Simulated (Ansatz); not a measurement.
# Ga: further runs on a relaxed guess, part 2 of 2

This session takes a relaxed cell of Ga and sets out to fit an equation of state.

Ansatz 0.2.0; DFT PBE, scalar-relativistic, plane waves, PAW.

**9. Volume × 0.91**

input.yaml reads:

```yaml
crystal:
  lattice:
    - [2.6320997794, 0.0, 0.0]
    - [0.0, 2.6320997794, 0.0]
    - [0.0, 0.0, 2.6330217121]
  atoms:
    - { symbol: Ga, position: [0.5, 0.5, 0.5] }
basis:
  ecutwfc: 420
kpoints:
  mp_grid: { grid: [20, 20, 20] }
hamiltonian:
  xc: pbe
scf:
  occupations: { method: gaussian, width: 0.1 }
output:
  forces: true
  stress: true
  eigenvalues: true
relax:
  adjacent_minimum: "off"
  f_tol: 0.01
  max_steps: 30
  cell: { stress_tol: 0.1, fix: [volume] }
```

Launch:

```bash
$ ansatz run input.yaml --threads 1 --pin off --max-ram 2560MiB --backend cpu --events-out ev --progress --plain --runs-dir out
```

The program printed, cut to the lines that bear on the results:

```text
Warning: RAYON_NUM_THREADS=1 ignored (pool sized by the plan → 1); use --threads N
[...]
Pseudopotentials: kind: paw
Pseudopotential: Ga, paw, valence charge 13, recommended cutoff 420 eV (normal), Ga.paw.azcp
Functional definition: PBE
[...]
Crystal: 1 atoms, lattice volume = 18.241 Å³
Basis set: ecut = 420 eV, 365 PW (Γ), exchange–correlation on 36×36×36 points (8 copies of the dense FFT grid, shifted against one another)
Bands: 11, of which v1, the nominal top of the filled ones, is band 7 counted from 1 (6 counted from 0)
Symmetry: 16 space group operations
Space group: P4/mmm (ITA 123), of the structure as read, at distance tolerance 2.6e-5 Å
k-points: 726 of 8000
[...]
SCF iter   1: F=—  HF=-3782.910259 eV  |F-HF|=—  |Δ(HF+E_count)|=         —  Δρ=8.75e-4  dr2=9.73e-5  ethr=1.77e-3  ⟨swp⟩=5.1  Hψ=47270  notcnv=0
[...]
Free energy (F): -3782.910155 eV
[...]
E sigma→0 (E₀):  -3782.909197 eV
Entropy (-TS):   -0.001916 eV (-1.916 meV/atom)
Fermi energy:    9.870032 eV
[...]
--- Forces (eV/Å), atoms counted from 1 ---
  atom   1  Ga     0.00000000    -0.00000000     0.00000000
[...]
--- Stress (GPa, compression-positive) ---
        5.690427       0.000000       0.000000
        0.000000       5.690427       0.000000
        0.000000       0.000000       5.632580
  P = ⅓ Tr σ = 5.6711 GPa (56.711 kbar)
--- Band table (eV; the first three rows and the last of 726) ---
  k-point 0: bands = ["-5.3272", "-5.3267", "-4.6840", "-4.6840", "-4.6837", "-1.3235", "19.5011", "19.5161", "19.5161", "22.3027", "22.3112"]
[...]
--- Relaxed structure (1 steps of the walk, 1 accepted, 1 SCFs on fresh bases) ---
  F+E_penalty+E_count = -3782.91015538 eV   max|allowed force component| = 0.000e0 eV/Å   (the final SCF, on the basis selected at the relaxed cell)
  cell:  # Å, volume = 18.2414 Å³
    - [2.6320997794, 0.0, 0.0]
    - [0.0, 2.6320997794, 0.0]
    - [0.0, 0.0, 2.6330217121]
  atoms:
    - { symbol: Ga, position: [0.5, 0.5, 0.5] }
```

Run time: 16 s. Hardware: 1 thread of Arm Neoverse V2, shared host; peak memory 0.44 GiB.

Relaxation path:

| step | E - E(step 1) (eV/cell) | largest force component (eV/Å) | pressure (GPa) | volume (Å³) |
| --- | --- | --- | --- | --- |
| 1 | 0.0000 | 0.0000 | 5.67 | 18.24 |
| 2 | 0.0000 | 0.0000 | 5.67 | 18.24 |

Step 1 is the start. Step 2 repeats the geometry before it on a plane-wave basis chosen anew for that cell, so its energy need not be comparable with the rows above.

|  | before | after | change |
| --- | --- | --- | --- |
| a (Å) | 2.632 | 2.632 | 0.0 % |
| b (Å) | 2.632 | 2.632 | 0.0 % |
| c (Å) | 2.633 | 2.633 | 0.0 % |
| volume (Å³/atom) | 18.24 | 18.24 | 0.0 % |
| shortest distance (Å) | 2.632 | 2.632 | 0.0 % |
| space group (0.01 Å) | Pm-3m | Pm-3m | same |

**10. The cell scaled to 1.10 of its volume**

input.yaml: that of step 9 with these lines changed.

```diff
@@ -2,5 +2,5 @@
   lattice:
-    - [2.6320997794, 0.0, 0.0]
-    - [0.0, 2.6320997794, 0.0]
-    - [0.0, 0.0, 2.6330217121]
+    - [2.8038371113, 0.0, 0.0]
+    - [0.0, 2.8038371113, 0.0]
+    - [0.0, 0.0, 2.8048191977]
   atoms:
```

Launch:

```bash
$ ansatz run input.yaml --threads 1 --pin off --max-ram 2560MiB --backend cpu --events-out ev --progress --plain --runs-dir out
```

The program printed, cut to the lines that bear on the results:

```text
[...]
relax step   2: F+E_penalty+E_count = -3782.91585098 eV  Δ(F+E_penalty+E_count) = -7.406e-9 eV  max|allowed force component| = 0.000e0 eV/Å  Δτ_max = 0.0000 Å  P = -3.391 GPa  Ω = 22.050 Å³  fix = [volume]  reactions: volume -3.391 GPa  stress off target by 8.30e-3 GPa on what of the cell [...]
SCF converged after 4 iterations
Free energy (F): -3782.915851 eV
[...]
E sigma→0 (E₀):  -3782.914194 eV
Entropy (-TS):   -0.003315 eV (-3.315 meV/atom)
Fermi energy:    7.586259 eV
[...]
--- Forces (eV/Å), atoms counted from 1 ---
  atom   1  Ga     0.00000000    -0.00000000    -0.00000000
[...]
--- Stress (GPa, compression-positive) ---
       -3.387308      -0.000000      -0.000000
       -0.000000      -3.387308      -0.000000
       -0.000000      -0.000000      -3.399766
  P = ⅓ Tr σ = -3.3915 GPa (-33.915 kbar)
--- Band table (eV; the first three rows and the last of 726) ---
  k-point 0: bands = ["-7.4165", "-7.4162", "-7.0075", "-7.0075", "-7.0073", "-2.3791", "15.8788", "15.8916", "15.8916", "18.7917", "18.7989"]
[...]
--- Relaxed structure (1 steps of the walk, 1 accepted, 1 SCFs on fresh bases) ---
  F+E_penalty+E_count = -3782.91585098 eV   max|allowed force component| = 0.000e0 eV/Å   (the final SCF, on the basis selected at the relaxed cell)
  cell:  # Å, volume = 22.0501 Å³
    - [2.8038371113, 0.0, 0.0]
    - [0.0, 2.8038371113, 0.0]
    - [0.0, 0.0, 2.8048191977]
  atoms:
    - { symbol: Ga, position: [0.49999999999999994, 0.49999999999999994, 0.5] }
```

Run time: 18 s. Hardware: 1 thread of Arm Neoverse V2, shared host; peak memory 0.47 GiB.

**11. Variant: ecutrho_ratio 6**

input.yaml: that of step 10 with these lines changed.

```diff
@@ -9,2 +9,3 @@
   ecutwfc: 420
+  ecutrho_ratio: 6
 kpoints:
@@ -17,8 +18,3 @@
   forces: true
+  eigenvalues: true
   stress: true
-  eigenvalues: true
-relax:
-  adjacent_minimum: "off"
-  f_tol: 0.01
-  max_steps: 30
-  cell: { stress_tol: 0.1, fix: [volume] }
```

Launch:

```bash
$ ansatz run input.yaml --threads 1 --pin off --max-ram 2560MiB --backend cpu --events-out ev --progress --plain --runs-dir out
```

The program printed, cut to the lines that bear on the results:

```text
Warning: RAYON_NUM_THREADS=1 ignored (pool sized by the plan → 1); use --threads N
[...]
Pseudopotentials: kind: paw
Pseudopotential: Ga, paw, valence charge 13, recommended cutoff 420 eV (normal), Ga.paw.azcp
Functional definition: PBE
[...]
Crystal: 1 atoms, lattice volume = 22.050 Å³
Basis set: ecut = 420 eV, 437 PW (Γ), exchange–correlation on 48×48×48 points (8 copies of the dense FFT grid, shifted against one another)
Bands: 11, of which v1, the nominal top of the filled ones, is band 7 counted from 1 (6 counted from 0)
Symmetry: 16 space group operations
Space group: P4/mmm (ITA 123), of the structure as read, at distance tolerance 2.8e-5 Å
k-points: 726 of 8000
[...]
SCF iter   1: F=—  HF=-3782.916034 eV  |F-HF|=—  |Δ(HF+E_count)|=         —  Δρ=8.41e-4  dr2=8.80e-5  ethr=1.77e-3  ⟨swp⟩=5.1  Hψ=47279  notcnv=0
[...]
SCF iter   6: F=-3782.915846 eV  HF=-3782.915846 eV  |F-HF|=1.18e-8  |Δ(HF+E_count)|=   4.97e-9  Δρ=7.85e-6  dr2=6.71e-9  ethr=1.70e-10  ⟨swp⟩=2.6  Hψ=26880  notcnv=0
[...]
SCF converged after 6 iterations
Free energy (F): -3782.915846 eV
[...]
E sigma→0 (E₀):  -3782.914189 eV
Entropy (-TS):   -0.003315 eV (-3.315 meV/atom)
Fermi energy:    7.586275 eV
[...]
--- Forces (eV/Å), atoms counted from 1 ---
  atom   1  Ga     0.00000000    -0.00000000    -0.00000000
[...]
--- Stress (GPa, compression-positive) ---
       -3.387445      -0.000000      -0.000000
       -0.000000      -3.387445      -0.000000
       -0.000000      -0.000000      -3.399901
  P = ⅓ Tr σ = -3.3916 GPa (-33.916 kbar)
--- Band table (eV; the first three rows and the last of 726) ---
  k-point 0: bands = ["-7.4163", "-7.4159", "-7.0073", "-7.0073", "-7.0070", "-2.3791", "15.8788", "15.8917", "15.8917", "18.7917", "18.7989"]
[...]
```

Wall time 7.7 s (1 thread of Arm Neoverse V2, shared host); peak memory 0.44 GiB.

| run | ending | energy change | pressure (GPa) | gap (eV) | force (eV/Å) | cycles | time |
| --- | --- | --- | --- | --- | --- | --- | --- |
| step 10 | converged | 0 | -3.4 | 0.00 | 0.00 | - | 18 s |
| variant | converged | 0.0 meV/atom | -3.4 | 0.00 | 0.00 | 6 | 7.7 s |

Changing the numerical grids hardly moves the energy: 0.0 meV/atom.

**12. Equation of state**

```csv
volume (Å³/atom),energy above the lowest point (meV/atom),pressure (GPa),gap on the mesh (eV)
18.241,28.3,5.67,0.00
18.843,11.5,3.40,0.00
19.444,2.5,1.51,0.00
20.046,0.0,0.02,0.00
20.647,2.3,-1.19,0.00
21.248,8.9,-2.25,0.00
22.050,23.3,-3.39,0.00
```

**13. What came out**

What follows sums up all 2 parts.

```
                     quantity          value
equilibrium volume of the fit  20.04 Å³/atom
                 bulk modulus         46 GPa
      its pressure derivative            5.6
```

**Reading.** The fit puts the minimum at 20.04 Å³/atom with B = 46 GPa and B' = 5.6.
